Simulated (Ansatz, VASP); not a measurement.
# One calculation of La, two programs

```xyz
1
Lattice="2.5207 0.0000 0.0000 0.0000 2.5207 0.0000 0.0000 0.0000 2.5207" Properties=species:S:1:pos:R:3 pbc="T T T"
La    0.0000    0.0000    0.0000
```

Change from the starting cell: volume scaled by 0.5, LAPW.

Alike in both runs: task single point; functional LDA; k mesh 13 × 13 × 13; occupations fermi-dirac, width 0.05 eV; no spin polarisation.

|  | VASP | Ansatz |
| --- | --- | --- |
| version | VASP 6.6.1 | Ansatz 0.2.0 |
| potentials or method | VASP PAW LDA potentials, release 64 (La), cutoff 520 eV | all-electron LAPW, scalar-relativistic |

VASP gave:

| Item | Value |
| --- | --- |
| pressure (GPa) | 126.1 |

Question: Which values does Ansatz return?

Answer: Pressure (GPa): 125.5.

Ansatz ran all-electron here, so the differences hold the error of VASP's frozen core and of both bases.

Caveats: the cell as given lies far from equilibrium; so large a pressure means that the cell lies far from this level's equilibrium, or that cutoff or potentials fall short (VASP). Spin-orbit coupling is left out, which matters for the levels of La.
